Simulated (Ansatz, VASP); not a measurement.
# SnTe in VASP and in Ansatz

```
Sn Te
1.0
     0.00000    3.18935    3.18935
     3.18935    0.00000    3.18935
     3.18935    3.18935    0.00000
Sn Te
1 1
Direct
  0.00000 0.00000 0.00000
  0.50000 0.50000 0.50000
```

Alike in both runs: task single point; functional PBE; k mesh 8 × 8 × 8; occupations fermi-dirac, width 0.02 eV; no spin polarisation.

|  | VASP | Ansatz |
| --- | --- | --- |
| version | VASP 6.6.1 | Ansatz 0.2.0 |
| potentials or method | VASP PAW PBE potentials, release 64 (Sn_d, Te) | plane waves, PAW |
| plane-wave cutoff (eV) | 520 | 420 |
| valence electrons in the cell | 20 | 30 |

```tsv
	VASP	Ansatz	Ansatz less VASP
pressure (GPa)	0.6	0.6	+0.02
```

The functional is the same, so the differences come from potentials, cutoffs and numerics. The two sets of potentials don't hold the same shells in valence.
